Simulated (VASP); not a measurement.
# Ge: relaxed cell and band gap, by functional and dispersion

Ge, Fd-3m (no. 227), 2 atoms in the cell.

| Functional | Dispersion | Volume (Å³/atom) | Change from the starting volume (fraction) | Gap, path and mesh (eV) | Dispersion term (eV/cell) | Time (s) |
|---|---|---|---|---|---|---|
| PBE | none | 23.94 | 0.057 | 0.00 | – | 45 |
| PBE | D4 | 23.10 | 0.020 | 0.00 | -0.641 | 34 |
| PBE | TS | 23.50 | 0.038 | 0.00 | -0.616 | 53 |
| r2SCAN | D3(BJ) | 22.55 | -0.004 | 0.44 | -0.279 | 106 |

Limits: rows 1, 2, 3: A zero gap at this level doesn't show that the crystal is a metal.

## Input of the first row

INCAR.step1:
```
  ALGO = Normal
  EDIFF = 1E-7
  EDIFFG = -0.002
  ENCUT = 600
  GGA = PE
  GGA_COMPAT = F
  IBRION = 2
  ISIF = 3
  ISMEAR = 0
  KPAR = 2
  LASPH = T
  LCHARG = F
  LREAL = F
  LWAVE = F
  NELM = 150
  NSW = 60
  PREC = Accurate
  SIGMA = 0.02
```

INCAR.step2, as INCAR.step1 but for:
```
- NSW = 60
+ NSW = 40
```

INCAR.step3, as INCAR.step2 but for:
```
- EDIFFG = -0.002
- IBRION = 2
- ISIF = 3
- NSW = 40
+ ISIF = 2
+ NBANDS = 21
```

KPOINTS:
```
k-points
0
Gamma
  6 6 6
```

KPOINTS_OPT:
```
path GXWKGLUWLK,UX
8
line-mode
reciprocal
 0.0000000000  0.0000000000  0.0000000000  G
 0.5000000000  0.0000000000  0.5000000000  X

 0.5000000000  0.0000000000  0.5000000000  X
 0.5000000000  0.2500000000  0.7500000000  W

 0.5000000000  0.2500000000  0.7500000000  W
 0.3750000000  0.3750000000  0.7500000000  K

 0.3750000000  0.3750000000  0.7500000000  K
 0.0000000000  0.0000000000  0.0000000000  G

 0.0000000000  0.0000000000  0.0000000000  G
 0.5000000000  0.5000000000  0.5000000000  L

 0.5000000000  0.5000000000  0.5000000000  L
 0.6250000000  0.2500000000  0.6250000000  U

 0.6250000000  0.2500000000  0.6250000000  U
 0.5000000000  0.2500000000  0.7500000000  W

 0.5000000000  0.2500000000  0.7500000000  W
 0.5000000000  0.5000000000  0.5000000000  L

 0.5000000000  0.5000000000  0.5000000000  L
 0.3750000000  0.3750000000  0.7500000000  K

 0.6250000000  0.2500000000  0.6250000000  U
 0.5000000000  0.0000000000  0.5000000000  X
```

POSCAR.step1:
```
Ge
1.0
    0.0000000000      2.8289100000      2.8289100000
    2.8289100000      0.0000000000      2.8289100000
    2.8289100000      2.8289100000      0.0000000000
Ge
2
Direct
    0.7500000000      0.7500000000      0.7500000000
    0.5000000000      0.5000000000      0.5000000000
```

Commands (each step's output is kept before the next begins):
```
cat potpaw_PBE.64/Ge_d/POTCAR > POTCAR
cp INCAR.step1 INCAR
cp POSCAR.step1 POSCAR
mpirun -np 2 vasp_std > vasp.out
cp CONTCAR POSCAR
rm WAVECAR CHG
cp INCAR.step2 INCAR
mpirun -np 2 vasp_std > vasp.out
cp CONTCAR POSCAR
rm WAVECAR CHG
cp INCAR.step3 INCAR
mpirun -np 2 vasp_std > vasp.out
```

Changes of row 3 against the first:
```
(all steps)
+ IVDW = 2
```

VASP 6.6.1 took 45 s on 2 cores (Intel Xeon 6975P-C (Granite Rapids)), a shared host.
